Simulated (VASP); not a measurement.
A run of VASP 6.6.1 is set up as follows.

Contents of INCAR:

```
SYSTEM = Au
PREC = Accurate
ENCUT = 520
EDIFF = 1E-6
ISMEAR = 0
SIGMA = 0.1
LREAL = .FALSE.
LASPH = .TRUE.
NELM = 100
ALGO = Fast
ISIF = 2
LWAVE = .FALSE.
LCHARG = .FALSE.
GGA = PE
NBANDS = 18
```

File KPOINTS:

```
Automatic mesh
0
G
  16 16 16
  0 0 0
```

File POSCAR:

```
Au
1.0
    3.2352828575      0.0000000000      0.0000000000
    0.0000000000      3.3178155835      0.0000000000
    0.0000000000      0.0000000000      3.3178155835
Au
2
Direct
    0.0000000000      0.0000000000      0.0000000000
    0.5000000000      0.5000000000      0.5000000000
```

Potentials or basis: VASP PAW PBE potentials, release 64 (Au).

The run is started by

```console
$ cat potpaw_PBE.64/Au/POTCAR > POTCAR
$ mpirun -np 1 vasp_std > vasp.out
```

Q: What does it give for the band gap on the k mesh?

A: None (metal or under the smearing width).

Q: Predict the pressure.

A: 1.6 GPa.

Stress tensor (GPa, compression positive):
```
1.47 0.00 0.00
0.00 1.71 0.00
0.00 0.00 1.71
```

Spin-orbit coupling is left out, which matters for the levels of Au.
